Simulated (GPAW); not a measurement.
Zn:

```xyz
1
Lattice="0.0000 1.9648 1.9648 1.9648 0.0000 1.9648 1.9648 1.9648 0.0000" Properties=species:S:1:pos:R:3 pbc="T T T"
Zn    0.0000    0.0000    0.0000
```

This isn't the form of Zn at room conditions, which is hcp.

```yaml
Program: GPAW 26.7.0
Task: relaxation of cell and atoms
Functional: LDA
Potentials_or_basis: the program's PAW data sets (release 1.2.1) made for this functional
Cutoff: 600 eV
Basis: pw
k_mesh: 10 × 10 × 10
Occupations: fermi-dirac, width 0.05 eV
Spin: no spin polarisation
```

At the start: pressure -9.0 GPa; volume 15.17 Å³/atom.

Q: Where does the relaxation end?

A: Over 5 steps the energy falls by 58.0 meV/atom and the volume is 13.39 Å³/atom (-11.7 %); space group Fm-3m (No. 225, to 0.05 Å).

The path:
```tsv
step	energy change (eV)	largest force (eV/Å)	pressure (GPa)	volume (Å³)
1	0.0000	0.0000	-9.02	15.17
2	-0.0277	0.0000	-7.06	14.62
3	-0.0556	0.0000	2.67	13.07
4	-0.0579	0.0000	-0.42	13.44
5	-0.0580	0.0000	-0.02	13.39
```

Final structure:
```xyz
1
Lattice="0.0000 1.8847 1.8847 1.8847 0.0000 1.8847 1.8847 1.8847 0.0000" Properties=species:S:1:pos:R:3 pbc="T T T"
Zn    0.0000    0.0000    0.0000
```

Caveat: later steps reuse the first step's grids.
